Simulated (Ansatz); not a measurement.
**Pd(111) with 4 layers of random Pd-Nb, 2x2: scattering by chemical disorder**

Aim: the residual resistivity of a random alloy, from Pd(111) with 4 layers of random Pd-Nb, 2x2 and longer regions.

Calculated with Ansatz 0.2.0; Ansatz plane-wave DFT, PBE, PAW files; ballistic transport by layer matching (Landauer), zero bias; PAW set soft_1.

This is a report of a sequence of runs, with most program output left out.

## Step 1: Starting point

The cell holds 40 atoms: 38 Pd and 2 Nb. Its edges and angles: a = 5.501 Å, b = 5.501 Å, c = 22.514 Å, α = 93.5°, β = 86.5°, γ = 120.0°. It derives from Pd. Regions: lead, 24 atoms (24 Pd); scattering region, 16 atoms (14 Pd and 2 Nb). The structure is stacked along c, and the current runs across the ab planes.

## Step 2: With 4 alloy layers

In 4 layers a share of 0.125 of the sites is given to Nb at random. The layers about the cell's end stay perfect and serve as the lead. Energies from -0.05 to 0.05 eV in steps of 0.05 eV are too few for the program's thermal sum, so it prints no conductance; for a metal the transmission near the Fermi level serves, at a fraction of the cost.

Contents of input.yaml:

```yaml
crystal:
  lattice:
    - [5.5010079149, 0.0, 0.0]
    - [-2.7505039575, 4.7640126007, 0.0]
    - [1.3752519787, -0.7940021001, 22.4577707709]
  atoms:
    - { symbol: Pd, position: [0.9916666667, 0.0083333333, 0.05] }
    - { symbol: Pd, position: [0.9916666667, 0.5083333333, 0.05] }
    - { symbol: Pd, position: [0.4916666667, 0.0083333333, 0.05] }
    - { symbol: Pd, position: [0.4916666667, 0.5083333333, 0.05] }
    - { symbol: Pd, position: [0.1416666667, 0.3583333333, 0.15] }
    - { symbol: Pd, position: [0.1416666667, 0.8583333333, 0.15] }
    - { symbol: Pd, position: [0.6416666667, 0.3583333333, 0.15] }
    - { symbol: Pd, position: [0.6416666667, 0.8583333333, 0.15] }
[... 28 atom lines left out ...]
    - { symbol: Pd, position: [0.8416666667, 0.1583333333, 0.95] }
    - { symbol: Pd, position: [0.8416666667, 0.6583333333, 0.95] }
    - { symbol: Pd, position: [0.3416666667, 0.1583333333, 0.95] }
    - { symbol: Pd, position: [0.3416666667, 0.6583333333, 0.95] }
kpoints:
  mp_grid: { grid: [5, 5, 1] }
hamiltonian:
  xc: pbe
  pseudopotentials: { kind: paw, azcp: { folder: soft_1 } }
scf:
  occupations: { method: fermi_dirac, width: 0.1 }
output:
  transmission:
    leads: [[0, 4]]
    kmesh: [10, 10]
    e_range: [-0.05, 0.05]
    de: 0.05
  write_potential: true
  write_density: true
  volumetric_format: npy
```

Launch:

```bash
$ ansatz run input.yaml --threads 4 --pin off --max-ram 15360MiB --backend cpu --events-out ev --progress --plain --runs-dir out
```

Run time: 4.1 min. Hardware: 4 threads of Arm Neoverse V2, shared host; peak memory 4.6 GiB; 16 min of CPU time.

This step gave:

| Item | Value |
| --- | --- |
| free energy | -274078.5173 eV |
| energy at zero smearing | -274077.5489 eV |
| Fermi energy | 20.00 eV |
| cell area | 26.21 Å² |
| transmission per spin nearest the Fermi level | 1.705 |
| open channels per spin nearest the Fermi level | 5.23 |
| step of the lead's potential | 9.6 meV |

Per spin. Table of transmission, zone mean by energy, zero at the Fermi level:

| energy (eV) | transmission, zone mean |
| --- | --- |
| -0.0500 | 1.86 |
| 0.0000 | 1.70 |
| 0.0500 | 1.58 |

Per spin. The open channels, zone mean, lead by energy, zero at the Fermi level:

| energy (eV) | open channels, zone mean, lead |
| --- | --- |
| -0.0500 | 6.05 |
| 0.0000 | 5.23 |
| 0.0500 | 4.39 |

Transmission over k1 and k2. At 0.0000 eV from the Fermi level.

Ten even steps from '_' (0.97) to '@' (2.62):
```
__..::::%%@@##++__..
__::%%==++##****..__
==::==--::==##__**++
%%%%++::..--__##**##
%%@@##==------==##@@
%%##**##__--..::++%%
==++**__##==::--==::
____..****##++==%%::
__..__++##@@%%::::..
--____==%%%%%%==____
```
Columns: k1 (b1) from -0.5 to 0.4; rows upwards: k2 (b2) from -0.5 to 0.4.

Open channels over k1 and k2. At 0.0000 eV from the Fermi level.

Ten even steps from '_' (3.0) to '@' (10.0):
```
::##==::==##::..__..
..==::::::::==..____
..::::::..::::::....
::==::..++++..::==::
@@##::::++++++::::##
::::==::..++++..::==
......::::::..::::::
..____..==::::::::==
::..__..::##==::==##
@@::....::@@::....::
```
Columns: k1 (b1) from -0.5 to 0.4; rows upwards: k2 (b2) from -0.5 to 0.4.

Over the solved energies the transmission per spin lies between 1.58 and 1.86, out of 5.22 channels of the lead on average (up to 6.05).

## Step 3: With 8 alloy layers

In 8 layers a share of 0.125 of the sites is given to Nb at random. A fresh draw is used; the growth of the resistance with length is what counts.

System of this step: Pd(111) with 8 layers of random Pd-Nb, 2x2. The cell holds 56 atoms: 52 Pd and 4 Nb. Cell: a = 5.501 Å, b = 5.501 Å, c = 31.481 Å, α = 87.5°, β = 92.5°, γ = 120.0°. It derives from Pd. Regions: lead, 24 atoms (24 Pd); scattering region, 32 atoms (28 Pd and 4 Nb). The structure is stacked along c, and the current runs across the ab planes.

Contents of input.yaml:

```yaml
crystal:
  lattice:
    - [5.5010079149, 0.0, 0.0]
    - [-2.7505039575, 4.7640126007, 0.0]
    - [-1.3752519787, 0.7940021001, 31.4408790793]
  atoms:
    - { symbol: Pd, position: [0.005952381, 0.994047619, 0.0357142857] }
    - { symbol: Pd, position: [0.005952381, 0.494047619, 0.0357142857] }
    - { symbol: Pd, position: [0.505952381, 0.994047619, 0.0357142857] }
    - { symbol: Pd, position: [0.505952381, 0.494047619, 0.0357142857] }
    - { symbol: Pd, position: [0.1845238095, 0.3154761905, 0.1071428571] }
    - { symbol: Pd, position: [0.1845238095, 0.8154761905, 0.1071428571] }
    - { symbol: Pd, position: [0.6845238095, 0.3154761905, 0.1071428571] }
    - { symbol: Pd, position: [0.6845238095, 0.8154761905, 0.1071428571] }
[... 44 atom lines left out ...]
    - { symbol: Pd, position: [0.3273809524, 0.1726190476, 0.9642857143] }
    - { symbol: Pd, position: [0.3273809524, 0.6726190476, 0.9642857143] }
    - { symbol: Pd, position: [0.8273809524, 0.1726190476, 0.9642857143] }
    - { symbol: Pd, position: [0.8273809524, 0.6726190476, 0.9642857143] }
kpoints:
  mp_grid: { grid: [5, 5, 1] }
hamiltonian:
  xc: pbe
  pseudopotentials: { kind: paw, azcp: { folder: soft_1 } }
scf:
  occupations: { method: fermi_dirac, width: 0.1 }
output:
  transmission:
    leads: [[0, 4]]
    kmesh: [10, 10]
    e_range: [-0.05, 0.05]
    de: 0.05
  write_potential: true
  write_density: true
  volumetric_format: npy
```

Wall time 11 min (4 threads); peak memory 8.4 GiB.

This step gave:

| Property | Result |
| --- | --- |
| free energy | -380807.8225 eV |
| energy at zero smearing | -380806.6671 eV |
| Fermi energy | 20.16 eV |
| transmission per spin nearest the Fermi level | 1.338 |
| open channels per spin nearest the Fermi level | 5.29 |
| step of the lead's potential | 27.8 meV |

Per spin. Transmission, zone mean against energy, zero at the Fermi level:

| energy (eV) | transmission, zone mean |
| --- | --- |
| -0.0500 | 1.44 |
| 0.0000 | 1.34 |
| 0.0500 | 1.30 |

Over the solved energies the transmission per spin lies between 1.30 and 1.44, out of 5.57 channels of the lead on average (up to 6.53). The log calls the step of a lead's potential too much.

## Step 4: With 12 alloy layers

In 12 layers a share of 0.125 of the sites is given to Nb at random. A fresh draw is used; the growth of the resistance with length is what counts.

System of this step: Pd(111) with 12 layers of random Pd-Nb, 2x2. The cell holds 72 atoms: 66 Pd and 6 Nb. Cell: a = 5.501 Å, b = 5.501 Å, c = 40.424 Å, α = 90.0°, β = 90.0°, γ = 120.0°. It derives from Pd. Regions: lead, 24 atoms (24 Pd); scattering region, 48 atoms (42 Pd and 6 Nb). The structure is stacked along c, and the current runs across the ab planes.

Contents of input.yaml:

```yaml
crystal:
  lattice:
    - [5.5010079149, 0.0, 0.0]
    - [-2.7505039575, 4.7640126007, 0.0]
    - [0.0, 0.0, 40.4239873877]
  atoms:
    - { symbol: Pd, position: [0.0, 0.0, 0.0277777778] }
    - { symbol: Pd, position: [0.0, 0.5, 0.0277777778] }
    - { symbol: Pd, position: [0.5, 0.0, 0.0277777778] }
    - { symbol: Pd, position: [0.5, 0.5, 0.0277777778] }
    - { symbol: Pd, position: [0.1666666667, 0.3333333333, 0.0833333333] }
    - { symbol: Pd, position: [0.1666666667, 0.8333333333, 0.0833333333] }
    - { symbol: Pd, position: [0.6666666667, 0.3333333333, 0.0833333333] }
    - { symbol: Pd, position: [0.6666666667, 0.8333333333, 0.0833333333] }
[... 60 atom lines left out ...]
    - { symbol: Pd, position: [0.3333333333, 0.1666666667, 0.9722222222] }
    - { symbol: Pd, position: [0.3333333333, 0.6666666667, 0.9722222222] }
    - { symbol: Pd, position: [0.8333333333, 0.1666666667, 0.9722222222] }
    - { symbol: Pd, position: [0.8333333333, 0.6666666667, 0.9722222222] }
kpoints:
  mp_grid: { grid: [5, 5, 1] }
hamiltonian:
  xc: pbe
  pseudopotentials: { kind: paw, azcp: { folder: soft_1 } }
scf:
  occupations: { method: fermi_dirac, width: 0.1 }
output:
  transmission:
    leads: [[0, 4]]
    kmesh: [10, 10]
    e_range: [-0.05, 0.05]
    de: 0.05
  write_potential: true
  write_density: true
  volumetric_format: npy
```

Wall time 29 min (4 threads); peak memory 8.1 GiB.

This step gave:

```
free energy                                    : -487534.9839 eV
energy at zero smearing                        : -487533.4407 eV
Fermi energy                                   : 20.22 eV
transmission per spin nearest the Fermi level  : 0.9175
open channels per spin nearest the Fermi level : 5.23
step of the lead's potential                   : 3.1 meV
```

Per spin. The transmission, zone mean by energy, zero at the Fermi level:

| energy (eV) | transmission, zone mean |
| --- | --- |
| -0.0500 | 1.04 |
| 0.0000 | 0.917 |
| 0.0500 | 0.862 |

Over the solved energies the transmission per spin lies between 0.862 and 1.04, out of 5.27 channels of the lead on average (up to 6.13).

## Step 5: The fit

This step: Ansatz plane-wave DFT, PBE, PAW files; ballistic transport by layer matching (Landauer), zero bias; residual resistivity from the slope of the area resistance, atoms on the host's lattice; PAW set soft_1 (Ansatz 0.2.0).

Numbers from this step:

```
resistivity           : 90.91 µΩ cm
intercept             : 0.4226 fΩ m²
scatter about the fit : 0.1211 fΩ m²
```

Resistance, by row:

| run | length (Å) | T | channels N | RA (fΩ m²) |
| --- | --- | --- | --- | --- |
| n4 | 8.983 | 1.715 | 5.223 | 1.325 |
| n8 | 17.97 | 1.357 | 5.573 | 1.885 |
| n12 | 26.95 | 0.9395 | 5.27 | 2.958 |

Table of area resistance by length of the alloy:

| length of the alloy (Å) | area resistance (fΩ m²) |
| --- | --- |
| 8.98 | 1.32 |
| 17.97 | 1.88 |
| 26.95 | 2.96 |

The area resistance goes from 1.3 to 3.0 fΩ m² between 9.0 and 26.9 Å, a slope of 91 µΩ cm.

By hand from the end points: (2.958 − 1.325) fΩ m² / (26.95 − 8.98) Å = 91 µΩ cm, since 1 fΩ m² per Å is 1000 µΩ cm.

## Step 6: Results

| Quantity | Value |
| --- | --- |
| resistivity from the slope | 90.9 µΩ cm |
| area resistance over 8.98 Å | 1.32 fΩ m² |
| area resistance over 18.0 Å | 1.88 fΩ m² |
| area resistance over 26.9 Å | 2.96 fΩ m² |

**Reading.** The slope gives 91 µΩ cm. The points scatter by 0.12 fΩ m² about the line, with one random draw a length in a 2x2 cell, so the slope is a rough value. The lead's own channel count moves between the runs (5.22, 5.57 and 5.27), which shifts RA and the slope too. Read with a model of isotropic scattering on a spherical Fermi surface and the lead's 1.5×10¹⁵ S/m², this slope means a mean free path near 5.3 Å; over these lengths the model's slope is within 3 % of its bulk resistivity, though a free path of a few ångströms strains the picture. The draw over the shortest length came out nearly ordered, with 8 symmetry operations, so that point is a poor sample of a random alloy. The atoms sit on the host's lattice, so scattering by size misfit is left out. A lead's potential steps by up to 28 meV from period to period, which the log calls too much, so longer leads could move the result.

[Logs are printed without paths, hosts, clocks, repeated set-up lines and the standing remarks that a program may print on its own settings, such as how far it seeks lower states.]

[Hosts, paths, dates, database ids (printed as entryN), source tags and the programs' standing remarks are cut or masked in the printed files.]
